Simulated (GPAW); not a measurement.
**GaN: phonons with optB88-vdW**

**Experimental background.**

From a printed reference work, textbook, for a bulk crystal of GaN at 0 K: band gap 3.299 eV (direct).

GaN:

```
Ga N
1.0
     3.18693    0.00000    0.00000
     1.59347    2.75996    0.00000
     1.59347    0.91999    2.60212
Ga N
1 1
Direct
  0.00000 0.00000 0.00000
  0.25000 0.25000 0.25000
```

The cell is a database's computed one.

```
Program                        : GPAW 26.7.0
Task                           : phonons
Functional                     : optB88-vdW
Potentials or basis            : GPAW PAW data sets (gpaw-data 1.2.1)
Cutoff                         : 800 eV
Basis                          : pw
k mesh                         : 10 × 10 × 10
Occupations                    : fermi-dirac, width 0.05 eV
Spin                           : no spin polarisation
Maxiter                        : 150
older calculator (legacy_gpaw) : yes
Convergence                    : density=1e-06 eigenstates=1e-09
Supercell                      : 2 × 2 × 2
Supercell k mesh               : 5 × 5 × 5
Displacement                   : 0.01
Relaxed first                  : ions
Band path                      : GXWKGLUWLK,UX
```

The band gap on the k mesh is 1.94 eV, direct. The highest phonon frequency, LO-TO splitting left out is 738 cm⁻¹.

Final structure:
```xyz
2
Lattice="3.1869 0.0000 0.0000 1.5935 2.7600 0.0000 1.5935 0.9200 2.6021" Properties=species:S:1:pos:R:3 pbc="T T T"
Ga    0.0000    0.0000    0.0000
N     1.5935    0.9200    0.6505
```

Levels at points of the mesh, in eV from the valence-band top:
```tsv
k point	band 1	band 2	band 3	band 4	band 5	band 6	band 7
(0.00, 0.00, 0.00)	-15.75	0.00	0.00	0.00	1.94	10.42	10.42
(0.50, 0.50, 0.00)	-12.73	-6.13	-2.62	-2.62	3.51	6.78	11.81
(0.50, 0.50, 0.50)	-13.48	-6.92	-0.94	-0.94	4.80	8.87	10.43
```

Phonon frequencies in cm⁻¹ (negative: imaginary):
```tsv
q point	frequencies
(0.000, 0.000, 0.000)	0 0 0 610 610 610
(0.000, 0.000, 0.500)	126 126 359 632 632 738
(0.000, 0.500, 0.000)	126 126 359 632 632 738
(0.000, 0.500, 0.500)	182 182 370 667 667 729
(0.500, 0.000, 0.000)	126 126 359 632 632 738
(0.500, 0.000, 0.500)	182 182 370 667 667 729
(0.500, 0.500, 0.000)	182 182 370 667 667 729
(0.500, 0.500, 0.500)	126 126 359 632 632 738
```

Run time: 7.4 min on 1 thread of AMD EPYC 9R45 96-Core Processor (Zen 5) (shared host), peak memory 1 GiB.

A measured gap of GaN is 3.299 eV (direct; 0 K; a printed reference work, textbook); the calculated 1.94 eV misses it by -1.36 eV. Spin-orbit coupling on Ga is left out. The value is that of optB88-vdW, without temperature or zero-point motion. The cell is a database's relaxed one, not the measured one, which moves gaps too.

Caveat: the LO-TO splitting is left out; phonon bands are interpolated from a small supercell.
